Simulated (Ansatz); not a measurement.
# Ta: the cost of one run

Program: Ansatz 0.2.0. Level of theory: DFT r2SCAN, scalar-relativistic, plane waves, PAW. These are calculated values, not measurements.

## (1) The system as given

It takes space group P6_3/mmc (No. 194, hexagonal). Conventional cell: a = 2.900 Å, b = 2.900 Å, c = 5.166 Å, α = 90.00°, β = 90.00°, γ = 120.00°. Ta (site symmetry -6m2) has 12 Ta at 2.90 to 3.08 Å as nearest neighbours.

Structure file:

```
CELL_PARAMETERS angstrom
2.90037 0.00000 0.00000
-1.45019 2.51180 0.00000
0.00000 0.00000 5.16627
ATOMIC_POSITIONS crystal
Ta 0.66667 0.33333 0.75000
Ta 0.33333 0.66667 0.25000
```

The structure comes from the Materials Project (structure only).

## (2) Another functional, on a distorted cell: r2SCAN

Against the listed cell: strain xx, yy, zz, yz, xz, xy = +0.7, +0.7, -0.8, +0.0, +0.0, +0.0 %.

Contents of input.yaml:

```yaml
crystal:
  lattice:
    - [2.9205296585, 0.0, 0.0]
    - [-1.4602648293, 2.5292528768, 0.0]
    - [0.0, 0.0, 5.1246854943]
  atoms:
    - { symbol: Ta, position: [0.66666667, 0.33333333, 0.75] }
    - { symbol: Ta, position: [0.33333333, 0.66666667, 0.25] }
basis:
  ecutwfc: 500
kpoints:
  mp_grid: { grid: [18, 18, 8] }
hamiltonian:
  xc: r2scan
scf:
  occupations: { method: gaussian, width: 0.1 }
output:
  forces: true
  stress: true
  eigenvalues: true
  populations: true
```

Started as:

```
> ansatz run input.yaml --threads 1 --pin off --max-ram 1331MiB --backend cpu --events-out ev --progress --plain --runs-dir out
```

Q: Estimate wall time and peak memory on 1 thread of an x86-64 CPU, shared host.

About 26 s, with a peak of 0.51 GiB.
